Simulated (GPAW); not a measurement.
Write an ASE script for GPAW 26.7.0 that does the following.

| Item | Value |
| --- | --- |
| Task | dielectric tensor |
| Functional | RPBE |
| Potentials or basis | the program's PAW data sets (release 1.2.1) made for this functional |
| Cutoff | 550 eV |
| Basis | pw |
| k mesh | 9 × 9 × 3 |
| Occupations | fermi-dirac, width 0.001 eV |
| Spin | no spin polarisation |
| Response ecut | 80 eV |
| Maxiter | 150 |
| Response k mesh | 19 × 19 × 5 |
| Response bands | 52 |
| Kernels | ["RPA"] |
| Coarser k mesh | 19 × 19 × 5 |

The system is Al2O3.

```
Al O
1.0
     2.88432    0.00000    0.00000
    -1.44216    2.49790    0.00000
     0.00000    0.00000    9.33675
Al O
2 3
Direct
  0.00000 0.00000 0.85001
  0.00000 0.00000 0.14999
  0.33333 0.66667 0.77768
  0.66667 0.33333 0.00000
  0.33333 0.66667 0.22232
```

Measurements of this composition are mostly on another form, of space group No. 167.

One way to write it, as run:

run.py

```python
import numpy as np
from ase import Atoms
from ase.dft.bandgap import bandgap
from ase.io import write
from gpaw import GPAW, PW
from gpaw.response.df import DielectricFunction

atoms = Atoms(['Al', 'Al', 'O', 'O', 'O'],
              cell=[[2.8843249483, 0.0, 0.0],
                    [-1.4421624742, 2.497898678, 0.0],
                    [0.0, 0.0, 9.33675446]],
              scaled_positions=[[0.0, 0.0, 0.85000767],
                                [0.0, 0.0, 0.14999233],
                                [0.3333333333, 0.6666666667, 0.77768308],
                                [0.6666666667, 0.3333333333, 0.0],
                                [0.3333333333, 0.6666666667, 0.22231692]],
              pbc=True)

calc = GPAW(mode=PW(550),
            xc='RPBE',
            kpts={'size': (9, 9, 3), 'gamma': True},
            occupations={'name': 'fermi-dirac', 'width': 0.001},
            nbands=24,
            convergence={'density': 1e-06},
            maxiter=150,
            txt='gpaw.txt')
atoms.calc = calc
energy = atoms.get_potential_energy()
calc.write('gs.gpw')
write('result.traj', atoms)
print(f'Energy: {energy:.6f} eV')
print('Fermi level:', round(calc.get_fermi_level(), 4), 'eV')
print(f'Gap: {bandgap(calc)[0]:.4f} eV, direct: {bandgap(calc, direct=True)[0]:.4f} eV')

for size in [(19, 19, 5)]:
    name = 'x'.join(str(n) for n in size)
    dense = calc.fixed_density(kpts={'size': size, 'gamma': True},
                               nbands=58, convergence={'bands': 52, 'eigenstates': 1e-7},
                               update_fermi_level=True, txt=f'dense-{name}.txt')
    dense.write(f'{name}.gpw', mode='all')
    df = DielectricFunction(f'{name}.gpw', frequencies=np.array([0.0]), hilbert=False, eta=0.001,
                            ecut=80, nbands=52, intraband=False, txt=f'df-{name}.txt')
    for xc in ['RPA']:
        for direction in ['x', 'y', 'z', [0, 1, 1], [1, 0, 1], [1, 1, 0]]:
            e0, e = df.get_macroscopic_dielectric_constant(xc=xc, direction=direction)
            print(f'{name} {xc} {direction}: {e0:.4f} without, {e:.4f} with local fields')
```

Potentials or basis: the program's PAW data sets (release 1.2.1) made for this functional, pw.

The run is started by

```sh
$ OMP_NUM_THREADS=1 python run.py
```

Results of the run:

```json
{"Band gap on the k mesh": "4.83 eV, indirect (least direct gap 5.06 eV)", "Electronic dielectric tensor (diagonal)": "2.54, 2.54, 1.87"}
```

Caveat: the long-wavelength limit can be off by a per cent or two; an odd mesh through Γ misses points on the zone boundary, where band edges often lie.

Run time: 4.8 min on 1 thread of Arm Neoverse V2, with other jobs on the host, peak memory 0.59 GiB.
